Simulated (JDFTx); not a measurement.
Wanted: the native input for a JDFTx 1.7.0 (patched build) run.

```yaml
Task: single point
Functional: PBE
Potentials_or_basis: PseudoDojo-SR-PBE-0.5-standard with smoothed tails
Cutoff: 1143 eV
Density_cutoff: 9143 eV
k_mesh: 11 × 11 × 6
Occupations: fermi-dirac, width 0.05 eV
Spin: no spin polarisation
Local_potential_set_to_-Z/r_beyond: 6 bohr
Bands: 25
Density_cutoff_over_wavefunction_cutoff: 8
Max_SCF_steps: 100
SCF_threshold_on_the_energy: 1e-09 Ha
Solver_of_the_electrons: scf
Further_solve_for_the_empty_bands: yes
```

Pt:

```
CELL_PARAMETERS angstrom
2.76067 0.00000 0.00000
-1.38033 2.39081 0.00000
0.00000 0.00000 4.79213
ATOMIC_POSITIONS crystal
Pt 0.32844 0.68797 0.25286
Pt 0.67332 0.32279 0.74338
```

This isn't the form of Pt at room conditions, which is fcc.

The cell isn't the ideal one: atoms moved at random, drawn with an rms of 0.05 Å.

The input as run:

Pt.in

```
lattice \
    5.2169019355    -2.6084509678     0.0000000000 \
    0.0000000000     4.5179696052     0.0000000000 \
    0.0000000000     0.0000000000     9.0558208125
coords-type Lattice
ion Pt     0.3284440000     0.6879730000     0.2528560000 1
ion Pt     0.6733180000     0.3227900000     0.7433810000 1

ion-species pseudo/Pt.upf
elec-cutoff 42 336
elec-ex-corr gga-PBE
kpoint-folding 11 11 6
elec-smearing Fermi 0.0018374661
elec-n-bands 25
electronic-SCF nIterations 100 energyDiffThreshold 1e-09
electronic-minimize nIterations 30 energyDiffThreshold 1e-7
converge-empty-states yes
forces-output-coords Cartesian

dump-name run.$VAR
dump End Ecomponents EigStats BandEigs Kpoints Forces Stress ElecDensity Dtot KEdensity
```

Potentials or basis: PseudoDojo-SR-PBE-0.5-standard with smoothed tails.

Run with:

```bash
$ jdftx -c 1 -i Pt.in -o Pt.out
```

It gave:

* Pressure: -0.9 GPa
* Largest force: 0.451 eV/Å
* Band gap on the k mesh: none (metal or under the smearing width)

Run time: 24 min on 1 thread of Arm Neoverse N1, with other jobs on the host, peak memory 1.4 GiB.
